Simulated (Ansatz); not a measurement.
# Ge: the cost of one run

Program: Ansatz 0.2.0. Level of theory: DFT PBE, scalar-relativistic, plane waves, PAW. These are calculated values, not measurements.

1 further run of the same task is left out (it didn't finish).

### Step 1. Starting point

Symmetry: P6/mmm, No. 191, hexagonal system. Conventional cell: a = 4.629 Å, b = 4.629 Å, c = 7.401 Å, α = 90.00°, β = 90.00°, γ = 120.00°. Around Ge (site symmetry 3m) lie 3 Ge at 2.67 Å. Ge (site symmetry 6/mmm) is surrounded by 12 Ge at 3.16 Å. Ge (site symmetry 6/mmm) has 14 Ge at 3.35 to 3.70 Å in its first shell of neighbours.

Coordinates:

```cif
data_structure
_symmetry_space_group_name_H-M 'P6/mmm'
_symmetry_Int_Tables_number 191
_cell_length_a 4.6294
_cell_length_b 4.6294
_cell_length_c 7.4012
_cell_angle_alpha 90.000
_cell_angle_beta 90.000
_cell_angle_gamma 120.000
_cell_volume 137.37
loop_
_atom_site_label
_atom_site_type_symbol
_atom_site_symmetry_multiplicity
_atom_site_Wyckoff_symbol
_atom_site_fract_x
_atom_site_fract_y
_atom_site_fract_z
_atom_site_occupancy
Ge1 Ge 4 h 0.33333 0.66667 0.77257 1
Ge2 Ge 1 a 0.00000 0.00000 0.00000 1
Ge3 Ge 1 b 0.00000 0.00000 0.50000 1
```

The cell is invented: random cell by space group and Wyckoff sites (P6/mmm, No. 191). Its size is a rough estimate.

### Step 2. The guess as it stands, on a coarse mesh

Input file input.yaml:

```yaml
crystal:
  lattice:
    - [4.62939033, 0.0, 0.0]
    - [-2.31469517, 4.00916963, 0.0]
    - [0.0, 0.0, 7.4011605]
  atoms:
    - { symbol: Ge, position: [0.33333333, 0.66666667, 0.7725676] }
    - { symbol: Ge, position: [0.33333333, 0.66666667, 0.2274324] }
    - { symbol: Ge, position: [0.66666667, 0.33333333, 0.2274324] }
    - { symbol: Ge, position: [0.66666667, 0.33333333, 0.7725676] }
    - { symbol: Ge, position: [0.0, 0.0, 0.0] }
    - { symbol: Ge, position: [0.0, 0.0, 0.5] }
basis:
  ecutwfc: 420
kpoints:
  mp_grid: { grid: [6, 6, 4] }
hamiltonian:
  xc: pbe
scf:
  occupations: { method: gaussian, width: 0.1 }
  lower_state_search: "off"
output:
  forces: true
  stress: true
  eigenvalues: true
```

Run with:

```console
$ ansatz run input.yaml --threads 1 --pin off --max-ram 2560MiB --backend cpu --events-out ev --progress --plain --runs-dir out
```

**Question.** How long does this run take on 1 thread of Arm Neoverse N1, shared host, and how much memory does it need?

About 17 s, with a peak of 0.41 GiB.
